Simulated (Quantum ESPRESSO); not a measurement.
**AlN: zone-centre phonons under several settings**

```
Al N
1.0
     3.11300    0.00000    0.00000
    -1.55650    2.69594    0.00000
     0.00000    0.00000    4.98100
Al N
2 2
Direct
  0.66667 0.33333 0.50000
  0.33333 0.66667 0.00000
  0.66667 0.33333 0.88000
  0.33333 0.66667 0.38000
```

All runs used Quantum ESPRESSO 7.5; k mesh 4 × 4 × 2, shifted; relaxed cell; no spin polarisation; cutoff 612 eV; occupations smeared at first, fixed for the response.

```csv
level,potentials,volume (Å³/atom),lowest optical mode without the field (cm⁻¹),highest optical mode without the field (cm⁻¹),sum of the Born charges (e)
LDA,GBRV 1.5 LDA,10.25,239,729,-0.26
PBE,GBRV 1.5 PBE,10.67,237,704,-0.25
RPBE,GBRV 1.5 PBE,10.79,238,698,-0.24
revPBE,GBRV 1.5 PBE,10.76,237,699,-0.24
WC,GBRV 1.5 PBE,10.51,235,711,-0.26
vdW-DF-cx,GBRV 1.5 PBE,?,?,?,?
```

Problem. What stands in the row left open?

Solution. Volume 10.54 Å³/atom; lowest optical mode without the field 235 cm⁻¹; highest optical mode without the field 712 cm⁻¹; sum of the Born charges -0.25 e.

Caveats: all runs use coarse meshes; the potentials were made for another functional, which shifts forces and pressure (some runs).

For the row left open. Caveat: the k mesh is coarse (spacing up to 0.63 Å⁻¹), so the values aren't converged; the mesh is thin for the dielectric tensor, Born charges and intensities, which usually come out too large; the potentials were made for another functional, which shifts forces and pressure; the Born charges break their sum rule by 0.25 e, a sign of too thin a mesh.
